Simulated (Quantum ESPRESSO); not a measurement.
**Ba in Quantum ESPRESSO: the effect of dispersion**

Ba:

```xyz
1
Lattice="-2.5065 2.5065 2.5065 2.5065 -2.5065 2.5065 2.5065 2.5065 -2.5065" Properties=species:S:1:pos:R:3 pbc="T T T"
Ba    0.0000    0.0000    0.0000
```

Alike in all runs:

* Program: Quantum ESPRESSO 7.5
* Task: phonons
* Potentials or basis: SPMS 1.0 PBE
* Cutoff: 544 eV
* Density cutoff: 2177 eV
* k mesh: 8 × 8 × 8
* Occupations: cold, width 0.2 eV
* Spin: no spin polarisation

Each run relaxes the cell or the atoms first.

| dispersion | functional | relaxed volume (Å³/atom) | highest phonon frequency (cm⁻¹) |
| --- | --- | --- | --- |
| none | PBE | ? | ? |
| D2 | PBE | 36.87 | 189 |
| rVV10 | rPW86PBE | 60.16 | 78 |
| rev-vdW-DF2 | rev-vdW-DF2 | 59.33 | 76 |

**Question.** What does the run with dispersion none give?

**Answer.** Relaxed volume 63.00 Å³/atom; highest phonon frequency 75 cm⁻¹.

Caveats: pairwise dispersion overbinds metals, which lowers pressure and volume (some runs); the potentials were made for another functional, which shifts forces and pressure (some runs); the mesh is thin for the phonons of a metal (some runs); the volume moved by over 15 % at a fixed basis, so the end points are rough (some runs).
